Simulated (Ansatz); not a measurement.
CaO in the rocksalt structure: a single-point calculation in Ansatz (PBE). The cell was relaxed with r2SCAN and then strained (xy shear, engineering strain (angle) -1.61 %), with the atoms relaxed again with r2SCAN; k points keep the names of the unstrained zone.

Input file:
```yaml
crystal:
  lattice:
    - [-0.0193002785, 2.3975501188, 2.3975501188]
    - [2.3975501188, -0.0193002785, 2.3975501188]
    - [2.3782498404, 2.3782498404, 0.0]
  atoms:
    - { symbol: Ca, position: [0.0, 0.0, 0.0] }
    - { symbol: O, position: [0.5, 0.5, 0.5] }
kpoints:
  mp_grid: { grid: [10, 10, 10] }
  band_path:
    path:
      - [0.0, 0.0, 0.0]
      - [0.5, 0.0, 0.5]
      - [0.625, 0.25, 0.625]
      - [0.375, 0.375, 0.75]
      - [0.5, 0.5, 0.5]
      - [0.5, 0.25, 0.75]
      - [0.5, 0.5, 0.0]
    npoints: 1
hamiltonian:
  xc: pbe
scf:
  occupations: { method: fermi_dirac, width: 0.02 }
  n_extra_bands: 4
output:
  forces: true
  stress: true
  eigenvalues: true
```

Run as `ansatz run input.yaml --threads 4 --pin off --max-ram 3686MiB --backend cpu --events-out ev --progress --plain --runs-dir out`.

Question: What does the program print?

Answer: The output, standing remarks left out:
```
scf.n_extra_bands = 4 over 8 filled bands (N_el = 16.0): the run solves 12 bands
Functional definition: PBE
Crystal: 2 atoms, lattice volume = 27.562 Å³
Basis set: ecut = 420 eV, 537 PW (Γ)
Symmetry: 8 space group operations
Space group: Immm (ITA 71)
k-points: 171 of 1000
SCF iter   1: HF=-2387.716430 eV  Δρ=1.11e-3  dr2=2.54e-4
SCF iter   2: HF=-2387.716558 eV  Δρ=1.98e-3  dr2=1.03e-3
SCF iter   3: HF=-2387.716371 eV  Δρ=7.07e-4  dr2=1.39e-4
SCF iter   4: HF=-2387.716380 eV  Δρ=8.29e-5  dr2=8.34e-7
SCF iter   5: HF=-2387.716404 eV  Δρ=1.25e-4  dr2=4.37e-6
SCF iter   6: HF=-2387.716403 eV  Δρ=4.52e-5  dr2=5.71e-7
SCF iter   7: HF=-2387.716403 eV  Δρ=1.47e-5  dr2=5.98e-8
SCF 1 converged in 7 iterations: F = -2387.716403 eV  dr2 = 5.98e-8
SCF converged after 7 iterations
Free energy (F): -2387.716403 eV
Fermi energy:    9.605701 eV
--- Stress (GPa, compression-positive) ---
        2.472396       1.227857       0.000000
        1.227857       2.472396       0.000000
        0.000000       0.000000       2.446439
  P = ⅓ Tr σ = 2.4637 GPa (24.637 kbar)
```
Only the leading digits can be foreseen; the rest is this run's record.

bands.tsv, columns around the gap (it counts bands from 0):
```tsv
# k_distance	band_3	band_4	band_5	band_6	band_7	band_8	band_9	band_10	band_11
# fermi_ev = 9.605701
# [0, 0, 0] at k_distance = 0.000000
# [0.5, 0, 0.5] at k_distance = 1.310462
# [0.625, 0.25, 0.625] at k_distance = 1.773758
# [0.375, 0.375, 0.75] at k_distance = 2.571917
# [0.5, 0.5, 0.5] at k_distance = 3.376506
# [0.5, 0.25, 0.75] at k_distance = 4.303098
# [0.5, 0.5, 0] at k_distance = 6.275726
# levels_relative_to = fermi_ev
0.000	-20.202	-17.362	-1.858	-1.833	-1.805	2.953	4.342	4.423	4.504
1.310	-20.435	-17.127	-3.129	-2.204	-2.204	1.820	6.267	7.103	7.750
1.774	-20.371	-16.749	-3.170	-3.038	-2.617	3.324	6.203	6.784	7.259
2.572	-20.376	-16.752	-3.158	-3.034	-2.664	3.369	6.160	6.805	7.259
3.377	-20.257	-16.151	-4.471	-3.094	-3.035	5.271	6.542	6.651	6.727
4.303	-20.626	-16.729	-3.121	-2.887	-2.886	4.511	4.511	6.607	7.757
6.276	-20.428	-17.128	-3.129	-2.241	-2.166	1.820	6.271	7.107	7.743
```
In order the rows are Γ, X, U, K, L, W, X.

PBE gives an indirect gap of 3.62 eV, from Γ to X; the least direct gap is 3.99 eV at X. The gap is the least over the mesh and the extra points. The mean pressure at these positions is +2.46 GPa, compression counted positive.

(Simulation; spin polarisation is off.)
